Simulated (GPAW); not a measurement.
# CuAu (R-3m) in GPAW: single point with PBE

Aim: the single point of CuAu with PBE.

Program: GPAW 26.7.0. These are calculated values, not measurements. Logs are shortened: lines on timing, memory, paths and dates and some standing lists are left out, and cuts for length are marked. The log counts tension as positive stress, the text compression.

**1. Starting point**

The structure is trigonal, space group R-3m (No. 166). Conventional cell: a = 2.886 Å, b = 2.886 Å, c = 12.769 Å, α = 90.00°, β = 90.00°, γ = 120.00°. Au (site symmetry -3m) has 6 Cu at 2.70 Å and 6 Au at 2.89 Å as nearest neighbours. Around Cu (site symmetry -3m) lie 6 Au at 2.70 Å and 6 Cu at 2.89 Å.

The cell comes from a database or a generator and needn't be the stable form of this composition.

**2. Single point, PBE**

run.py reads:

```python
from ase.dft.bandgap import bandgap
from ase.io import read, write
from ase.units import GPa
from gpaw import GPAW, PW

atoms = read('POSCAR')

calc = GPAW(mode=PW(400),
            xc='PBE',
            kpts={'size': (9, 9, 9), 'gamma': True},
            occupations={'name': 'fermi-dirac', 'width': 0.05},
            nbands=23,
            maxiter=120,
            txt='gpaw.txt')
atoms.calc = calc
energy = atoms.get_potential_energy()
forces = atoms.get_forces()
stress = atoms.get_stress()
calc.write('gs.gpw')
write('result.traj', atoms)
print(f'Energy: {energy:.6f} eV')
print('Forces (eV/A):')
print(forces.round(4))
print('Stress (GPa):', (stress / GPa).round(3))
print('Fermi level:', round(calc.get_fermi_level(), 4), 'eV')
print(f'Gap: {bandgap(calc)[0]:.4f} eV, direct: {bandgap(calc, direct=True)[0]:.4f} eV')
```

POSCAR reads:

```
CuAu
1.0
    1.4430568479      0.8331492596      4.2561707609
   -1.4430568479      0.8331492596      4.2561707609
    0.0000000000     -1.6662985192      4.2561707609
Au Cu
1 1
Direct
    0.0000000000      0.0000000000      0.0000000000
    0.5000000000      0.5000000000      0.5000000000
```

Potentials or basis: GPAW PAW data sets (gpaw-data 1.2.1), pw.

On the command line:

```console
> OMP_NUM_THREADS=1 python run.py
```

gpaw.txt:

```text
__  _  _
 | _ |_)|_||  |
 |__||  | ||/\| - 26.7.0

Input parameters:
  mode=PW(ecut=400.0),
  kpts=MonkhorstPack(size=(9, 9, 9), gamma=True),
  maxiter=120,
  nbands=23,
  occupations=Occupations(name='fermi-dirac', width=0.05),
  xc=XC(name='PBE')

Diagonalizing LCAO Hamiltonian
Converting LCAO to pw mode

       Cu

       Au

Atoms  # Å, Bohr magnetons
|   | symbol |        x |        y |        z |    initial magnetic moments |
|---|--------|----------|----------|----------|-----------------------------|
| 0 |     Au | 0.000000 | 0.000000 | 0.000000 | ( 0.0000,  0.0000,  0.0000) |
| 1 |     Cu | 0.000000 | 0.000000 | 6.384256 | ( 0.0000,  0.0000,  0.0000) |

Unit cell  # Å
| periodic |         x |         y |        z |  lengths |    angles |
|----------|-----------|-----------|----------|----------|-----------|
|      yes |  1.443057 |  0.833149 | 4.256171 | 4.570726 | 36.808229 |
|      yes | -1.443057 |  0.833149 | 4.256171 | 4.570726 | 36.808229 |
|      yes |  0.000000 | -1.666299 | 4.256171 | 4.570726 | 36.808229 |

Number of symmetries: 12
Symmetry operations  # r_c * U_cc + t_c -> r_c
|    | kind |            matrix            |
|----|------|------------------------------|
|  0 |  E   |  1, 0, 0,  0, 1, 0,  0, 0, 1 |
|  1 |  σ   |  1, 0, 0,  0, 0, 1,  0, 1, 0 |
|  2 |  σ   |  0, 1, 0,  1, 0, 0,  0, 0, 1 |
|  3 |  C3  |  0, 1, 0,  0, 0, 1,  1, 0, 0 |
|  4 |  C3  |  0, 0, 1,  1, 0, 0,  0, 1, 0 |
|  5 |  σ   |  0, 0, 1,  0, 1, 0,  1, 0, 0 |
|  6 |  C2  |  0, 0,-1,  0,-1, 0, -1, 0, 0 |
|  7 |  S6  |  0, 0,-1, -1, 0, 0,  0,-1, 0 |
|  8 |  S6  |  0,-1, 0,  0, 0,-1, -1, 0, 0 |
|  9 |  C2  |  0,-1, 0, -1, 0, 0,  0, 0,-1 |
| 10 |  C2  | -1, 0, 0,  0, 0,-1,  0,-1, 0 |
| 11 |  i   | -1, 0, 0,  0,-1, 0,  0, 0,-1 |

BZ-sampling:
  Number of BZ points: 729
  Number of IBZ points: 85

  Monkhorst-Pack size: [9, 9, 9]
  Monkhorst-Pack shift: [0, 0, 0]

K-points  # in reciprocal-cell coordinates
|     |                                coordinates |     weight |
|-----|--------------------------------------------|------------|
|   0 | (  0.00000000,   0.00000000,   0.00000000) | 0.00137174 |
|   1 | (  0.11111111,   0.00000000,  -0.11111111) | 0.00823045 |
|   2 | (  0.11111111,   0.00000000,   0.00000000) | 0.00823045 |
|   3 | (  0.11111111,   0.11111111,  -0.11111111) | 0.00823045 |
|   4 | (  0.11111111,   0.11111111,   0.00000000) | 0.00823045 |
|   5 | (  0.11111111,   0.11111111,   0.11111111) | 0.00274348 |
|   6 | (  0.22222222,  -0.11111111,  -0.11111111) | 0.00823045 |
|   7 | (  0.22222222,   0.00000000,  -0.22222222) | 0.00823045 |
|   8 | (  0.22222222,   0.00000000,  -0.11111111) | 0.01646091 |
|   9 | (  0.22222222,   0.00000000,   0.00000000) | 0.00823045 |
| ... |                                            |            |
|  84 | (  0.44444444,   0.44444444,   0.44444444) | 0.00274348 |

Plane wave coefficients: 578
Cutoff: 400.0 eV

Spin-components: 1 (collinear spins)
Bands:           23
Projectors:      12
Spin-degeneracy: 2
Datatype:        complex128

Parallelization:
  kpt:    1
  domain: 1
  band:   1

Density:
  Valence electrons: 22.0
  Components: 1
  Grid points: [24 24 24]
  Charge: 0.0  # |e|

Potential:
  Grid points: [24 24 24]

species:
  Au:
    name:    Gold
    Z:       79.0
    valence: 11
    core:    68
    charge:  0.0  # [|e|]
    compensation charges:
      type: gauss
      rc: 0.42  # [Å]
      lmax: 2
    cutoffs:
      filter: 2.33  # [Å]
      core: 2.81  # [Å]
    projectors
    | kind |    occ | energy [eV] | rcut [Å] |
    |------|--------|-------------|----------|
    |   6s |  1.000 |      -5.728 |    1.323 |
    |   6p |  0.000 |      -0.775 |    1.323 |
    |   5d | 10.000 |      -6.891 |    1.323 |
    |    s |        |      21.484 |    1.323 |
    |    p |        |      26.436 |    1.323 |
    |    d |        |      20.321 |    1.323 |

    Using partial waves for Au as LCAO basis

  Cu:
    name:    Copper
    Z:       29.0
    valence: 11
    core:    18
    charge:  0.0  # [|e|]
    compensation charges:
      type: gauss
      rc: 0.33  # [Å]
      lmax: 2
    cutoffs:
      filter: 2.06  # [Å]
      core: 2.43  # [Å]
    projectors
    | kind |    occ | energy [eV] | rcut [Å] |
    |------|--------|-------------|----------|
    |   4s |  1.000 |      -4.609 |    1.164 |
    |   4p |  0.000 |      -0.698 |    1.164 |
    |   3d | 10.000 |      -5.039 |    1.058 |
    |    s |        |      22.603 |    1.164 |
    |    p |        |      26.513 |    1.164 |
    |    d |        |      22.172 |    1.058 |

    Using partial waves for Cu as LCAO basis

Reference energy: -561619.722950  # eV

eigensolver:
  PPCG
  Converge bands: occupied
  niter=2

density mixing:
  MSR1-Mixer
  Pratt-step length: 0.05
  Maximum mixing coefficient: 0.75
  Old densities: 10
  SVD Regularization: 0.005
  Good broyden scale: 1.0
  Trust region scale: 1.0
  Backstep threshold: 4.0
  History deletion threshold: 6.0
  Fourier metric: weight=20.0, sigma=0.015

occupation numbers:
  Fermi-Dirac:
    width: 0.0500  # eV

poisson solver:
  ecut: 3200.0  # eV

xc functional:
  name: PBE with 2 nearest neighbor stencil

convergence criteria:
- Maximum [total energy] change in last 3 cyles: 0.0005 eV / valence electron
- Maximum integral of absolute [dens]ity change: 0.0001 electrons / valence electron
- Maximum integral of absolute [eigenst]ate change: 4e-08 eV^2 / valence electron
maximum number of iterations: 120

SCF iterations
|iter     | |      energy | eigst |  dens |
|---------|-|-------------|-------|-------|
|iter:   1| |   -7.665314 | -0.35 |       |
|iter:   2| |   -7.328294 | -2.77 | -0.99 |
|iter:   3| |   -6.724406 | -2.18 | -1.07 |
|iter:   4| |   -6.644042 | -3.00 | -1.54 |
|iter:   5| |   -6.634904 | -4.44 | -2.00 |
|iter:   6| |   -6.630648 | -4.33 | -2.18 |
|iter:   7| |   -6.630473c| -5.26 | -2.76 |
|iter:   8| |   -6.630469c| -5.94 | -3.27 |
|iter:   9| |   -6.630471c| -7.78c| -4.12c|

Converged in 9 steps
Energy contributions relative to reference atoms: (reference = -561619.722950)

Energy contributions:
  Kinetic:         -20.545143
  Coulomb:          16.047549
  Zero:              0.358425
  External:          0.000000
  Xc:               -2.487509
  Entropy:          -0.007585
  Spinorbit:         0.000000
  ----------------------------
  Free energy:      -6.634263
  Extrapolated:     -6.630471

dipole moment: (0.000000, 0.000000, -43.931279)  # |e|*Ang

Fermi level: 8.558
Eigenvalues  # (at kpt = [0.000, 0.000, 0.000])
| band index |      eig [eV] | occ [0-2] |
|------------|---------------|-----------|
|          0 |        -0.920 |     2.000 |
|        ... |               |           |
|          4 |         4.728 |     2.000 |
|          5 |         4.728 |     2.000 |
|          6 |         5.818 |     2.000 |
|          7 |         6.325 |     2.000 |
|          8 |         6.325 |     2.000 |
|          9 |         6.951 |     2.000 |
[... 8 lines left out ...]
|         18 |        29.078 |     0.000 |
|         19 |        29.976 |     0.000 |
|        ... |               |           |
|         22 |        33.221 |     0.000 |

No gap
No difference between direct/indirect transitions

Forces  # eV/Ang
|        x |        y |        z |
|----------|----------|----------|
| -0.00000 | -0.00000 | -0.00000 |  # Au   0
|  0.00000 |  0.00000 | -0.00000 |  # Cu   1

Stress tensor  # eV/Ang^3
|        x |         y |         z |
|----------|-----------|-----------|
| 0.020770 |  0.000000 |  0.000000 |
| 0.000000 |  0.020770 | -0.000000 |
| 0.000000 | -0.000000 | -0.003885 |

# Writing to gs.gpw (mode='')
```

It took 52 s on 1 thread of Arm Neoverse V1, shared host; peak memory 0.16 GiB.

These settings aren't checked as converged: the numbers below hold their error.

Results:

```
Free energy            : -6.6343 eV
Pressure               : -2.0 GPa
Band gap on the k mesh : none (metal or under the smearing width)
```

Caveat: with these Cu and Au data sets, volumes or pressures lay over 1.5 % or 2 GPa off other programs in two to four cells of ten; the cutoff is short for stress and forces, so pressures can be off by a GPa or more; the program warned that so skewed a cell can give wrong results.
